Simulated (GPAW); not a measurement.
The system is KCl (Sylvite).

```
K Cl
1.0
     0.00000    3.14647    3.14647
     3.14647    0.00000    3.14647
     3.14647    3.14647    0.00000
K Cl
1 1
Direct
  0.00000 0.00000 0.00000
  0.50000 0.50000 0.50000
```

Base run:

```yaml
Program: GPAW 26.7.0
Functional: PBEsol
Potentials_or_basis: PAW data sets generated in the run's folder for this functional
Cutoff: 600 eV
Basis: pw
k_mesh: 7 × 7 × 7
Occupations: fermi-dirac, width 0.05 eV
Spin: no spin polarisation
```

Its results: band gap on the k mesh 5.03 eV, direct; pressure -0.5 GPa.

The run is repeated on the same cell with these changes: functional from PBEsol to r2SCAN; potentials or basis from PAW data sets generated in the run's folder for this functional to GPAW PAW data sets (gpaw-data 1.2.1). What comes out?

Band gap on the k mesh 5.83 eV, direct; pressure -0.1 GPa.

Caveats: the PAW data sets were made with another functional, which shifts forces and pressure a little (some runs).
